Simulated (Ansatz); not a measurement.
**InSb: an elastic constant from a strain scan**

All numbers below come from DFT PBEsol, scalar-relativistic, plane waves, PAW (Ansatz 0.2.0). The runs took a 420 eV cutoff, a Γ-centred 12×12×12 mesh and Gaussian smearing (0.15 eV). Spin–orbit coupling is left out, which matters for the heavy elements here. No spin polarisation. Energies are free energies at this smearing, counted from the undisturbed cell; pressure is positive in compression.

The starting cell (as given, not relaxed at this level; it stands at 0.8 GPa):

```
In Sb
1.0
     0.00000    3.23910    3.23910
     3.23910    0.00000    3.23910
     3.23910    3.23910    0.00000
In Sb
1 1
Direct
  0.00000 0.00000 0.00000
  0.75000 0.75000 0.75000
```

The cell is strained by ε times the Voigt pattern (1, 0, 0, 0, 0, 0) (xx, yy, zz, yz, xz, xy; engineering shear) with fractional coordinates fixed. The cell holds 2 atoms in V0 = 67.97 Å³. The stress column is τ = (1/V0) dE/dε, got from the stress tensor σ (compression positive) at each point as −det(1 + εP) σ : P(1 + εP)⁻¹, with P the pattern as a tensor.

| ε | ΔE (meV/atom) | τ (GPa) |
| --- | --- | --- |
| -0.1000 | 92.350 | -8.090 |
| -0.0750 | 54.593 | -6.159 |
| -0.0500 | 26.906 | -4.297 |
| -0.0250 | 8.869 | -2.521 |
| 0.0000 | 0.000 | -0.842 |
| 0.0250 | -0.239 | 0.735 |
| 0.0500 | 7.603 | 2.205 |
| 0.0750 | 22.932 | 3.556 |
| 0.0875 | 33.199 | 4.184 |
| 0.1000 | ? | ? |

**Question.** Which combination of elastic constants does this scan measure, and how large is it?

**Answer.** For small ε, τ = τ0 + Kε with K = pᵀCp, which for this pattern is C11 in the cubic axes. The parabola through τ at ε = -0.0250, 0 and 0.0250 has slope K = 65 GPa at zero. The energies per cell, E = NΔE, of the same two points give K = 2[E(ε₊)/ε₊ − E(ε₋)/ε₋]/[(ε₊ − ε₋)V0] = 65 GPa, in agreement.

**Question.** Predict the withheld row at ε = 0.1000 from the harmonic law, and compare.

**Answer.** ΔE = V0(τ0 ε + Kε²/2)/N = 51.213 meV/atom and τ = 5.67 GPa. The calculation gives 45.090 meV/atom and 4.78 GPa: the energy lies 12 % below the harmonic value, as bonds soften when stretched.

The gap closes along the scan, which can put kinks into the curve.